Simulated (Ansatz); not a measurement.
# TaN: relaxation of cell and atoms with LDA

The system is TaN.

```
CELL_PARAMETERS angstrom
2.93800 0.00000 0.00000
-1.46900 2.54438 0.00000
0.00000 0.00000 2.88300
ATOMIC_POSITIONS crystal
Ta 0.33333 0.66667 0.50000
N 0.00000 0.00000 0.00000
```

* Program: Ansatz 0.2.0
* Task: relaxation of cell and atoms
* Functional: LDA
* Potentials or basis: Ansatz PAW
* Cutoff: 420 eV (not typed: the program's choice for these potentials)
* k mesh: 7 × 7 × 7
* Occupations: fermi-dirac, width 0.05 eV
* Spin: no spin polarisation

* Relaxed volume: 10.43 Å³/atom
* Relaxed cell: a = 2.908 Å, b = 2.908 Å, c = 2.850 Å, α = 90.00°, β = 90.00°, γ = 120.00°
* Space group after relaxing (to 0.05 Å): P-6m2 (No. 187)
* Energy gained by relaxing: 12.7 meV/atom
* Ionic steps: 8
* Pressure after relaxing: 0.0 GPa
* Band gap on the k mesh: none (metal or under the smearing width)

The path:
```csv
step,energy change (eV),largest force (eV/Å),volume (Å³)
1,0.0000,0.0000,21.55
2,-0.0173,0.0000,20.46
3,-0.0268,0.0000,20.89
4,-0.0276,0.0000,20.88
5,-0.0276,0.0000,20.88
6,-0.0254,0.0000,20.88
7,-0.0255,0.0000,20.87
8,-0.0255,0.0000,20.87
```

Final structure:
```
Ta N
1.0
     2.90786    0.00000    0.00000
    -1.45393    2.51828    0.00000
     0.00000    0.00000    2.84966
Ta N
1 1
Direct
  0.33333 0.66667 0.50000
  0.00000 0.00000 0.00000
```

Levels at points of the mesh, in eV from the Fermi level:
| k point | band 6 | band 7 | band 8 | band 9 | band 10 | band 11 | band 12 | band 13 |
| --- | --- | --- | --- | --- | --- | --- | --- | --- |
| (0.00, 0.00, 0.00) | -4.81 | -4.81 | -4.45 | -3.04 | 2.44 | 3.62 | 3.62 | 4.02 |

Run time: 4.3 s on 2 threads of Arm Neoverse V2, with other jobs on the host, peak memory 0.29 GiB.

Caveat: the plane-wave basis is chosen anew once the cell has moved, so the energies of steps on either side of that aren't comparable; the pressure holds a Pulay correction of +0.6 GPa for the finite cutoff; the PAW data sets come from PBE, with cores solved anew for the run's functional, which leaves a small shift of forces and pressure. The run has no spin-orbit coupling, so splittings on Ta are missing.
